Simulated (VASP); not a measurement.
B: single point with LDA

B:

```
CELL_PARAMETERS angstrom
2.79114 1.61147 4.01677
-2.79114 1.61147 4.01677
0.00000 -3.22293 4.01677
ATOMIC_POSITIONS crystal
B 0.47948 0.51696 0.49586
B 0.79826 0.30412 0.81674
B 0.80021 0.81448 0.32122
B 0.30163 0.81130 0.80132
B 0.20274 0.69813 0.18954
B 0.69175 0.19191 0.20169
B 0.19815 0.19576 0.67003
B 0.00264 0.33508 0.01699
B 0.00925 0.99857 0.31699
B 0.33250 0.99531 0.01246
B 0.00332 0.67162 0.00245
B 0.68196 0.98004 0.00347
B 0.99912 0.97553 0.66422
B 0.62851 0.61326 0.63666
B 0.38511 0.37352 0.34038
```

```
Program             : VASP 6.6.1
Task                : single point
Functional          : LDA
Potentials or basis : VASP PAW LDA potentials, release 64 (B)
Cutoff              : 520 eV
k mesh              : 3 × 3 × 3
Occupations         : fermi-dirac, width 0.05 eV
Spin                : no spin polarisation
```

```
Pressure               : 12.9 GPa
Largest force          : 3.176 eV/Å
Band gap on the k mesh : none (metal or under the smearing width)
```

Forces in eV/Å, atoms in the order of the input:
```
B   -0.702 -0.224 -0.726
B    1.408  0.364  0.002
B    1.006  0.463 -0.946
B    0.089  0.219  0.208
B   -0.815 -0.057 -0.013
B    2.719  1.636 -0.133
B   -0.093 -1.456  1.016
B    0.680  0.780 -0.722
B   -0.534 -0.771  1.624
B   -0.524  1.646  0.246
B    0.438 -0.789 -1.339
B   -0.903  0.166 -0.568
B   -0.901 -0.184  1.293
B   -0.269  0.735  0.829
B   -1.601 -2.527 -0.772
```

Stress tensor (GPa, compression positive):
```
24.30 -3.25 -1.91
-3.25 16.28  3.67
-1.91  3.67 -1.80
```

Levels at points of the mesh, in eV from the Fermi level:
```tsv
k point	band 19	band 20	band 21	band 22	band 23	band 24	band 25	band 26
(0.00, 0.00, 0.00)	-0.79	-0.42	-0.22	0.24	0.57	1.00	4.94	5.09
```

Run time: 56 s on 1 thread of AMD EPYC 9R14 (Zen 4) (shared host), peak memory 0.17 GiB.

Caveat: the k mesh is coarse (spacing up to 0.47 Å⁻¹), so the values aren't converged; forces of over 1 eV/Å show positions far from the minimum, so gaps and moduli don't describe the material at rest.
